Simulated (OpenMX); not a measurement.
## InP under changes of volume

One of the cells (25.167 Å³/atom); the others are scaled copies at fixed shape and fractional positions:

```
In P
1.0
     0.00000    2.93050    2.93050
     2.93050    0.00000    2.93050
     2.93050    2.93050    0.00000
In P
1 1
Direct
  0.00000 0.00000 0.00000
  0.75000 0.75000 0.75000
```

* Program: OpenMX 3.8.5
* Functional: PBE
* Potentials or basis: OpenMX 2013 PBE set, In7.0-s3p2d1, P7.0-s2p2d1, fixed grid of 45 × 45 × 45 points
* k mesh: 9 × 9 × 9
* Occupations: fermi-dirac, width 0.05 eV
* Spin: no spin polarisation

```csv
volume (Å³/atom),energy over the lowest point (meV/atom),gap on the mesh (eV)
23.657,83.76,1.16
24.160,55.96,1.02
24.663,34.42,0.89
25.167,?,?
25.670,8.05,0.63
26.173,1.99,0.51
26.677,0.00,0.39
```

Question: What does the run at 25.167 Å³/atom give?

Answer: Energy over the lowest point 18.53 meV/atom; gap on the mesh 0.76 eV.

Worked out: A Birch-Murnaghan fit of order 3 (a polynomial in V^(-2/3)) to the other rows has its minimum at 26.69 Å³/atom, just outside them, with B0 = V·E''(V) = 62 GPa and B' = 4.8. It gives 18.68 meV/atom at 25.167 Å³/atom, against the run's 18.53. A straight line through the other rows of the gap, of slope -6.41 eV per unit of ln V (its deformation potential), gives 0.76 eV, against the run's 0.76.

Energies are extrapolated to zero smearing.

Caveats: the basis has few d functions beyond the semicore shells, which can make volumes several per cent too large; spin-orbit coupling is left out, which moves the levels of the heavy elements; the basis of atomic orbitals isn't converged, which shifts pressures, moduli and gaps.
